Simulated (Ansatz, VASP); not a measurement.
# One calculation of Bi, two programs

```
CELL_PARAMETERS angstrom
-1.94114 1.94114 1.94114
1.94114 -1.94114 1.94114
1.94114 1.94114 -1.94114
ATOMIC_POSITIONS crystal
Bi 0.00000 0.00000 0.00000
```

Alike in both runs: functional LDA; k mesh 16 × 16 × 16; occupations gaussian, width 0.1 eV; no spin polarisation.

Ansatz relaxed the structure, and its values are those at the end. VASP's run is a single point on that final structure, the one shown.

```csv
,VASP,Ansatz
version,VASP 6.6.1,Ansatz 0.2.0
potentials or method,"VASP PAW LDA potentials, release 64 (Bi_d)","scalar-relativistic, plane waves, PAW"
plane-wave cutoff (eV),520,420
valence electrons in the cell,15,15
```

Ansatz gave:

* gap on the k mesh at the Fermi level (eV): none
* pressure (GPa): 0.0

Task: Estimate VASP's values.

Result: gap on the k mesh at the Fermi level (eV): none; pressure (GPa): 0.1.

A gap of «none» marks a metal or a gap that the smearing closes.

Caveats: spin-orbit coupling is left out, which moves the levels of the heavy elements.
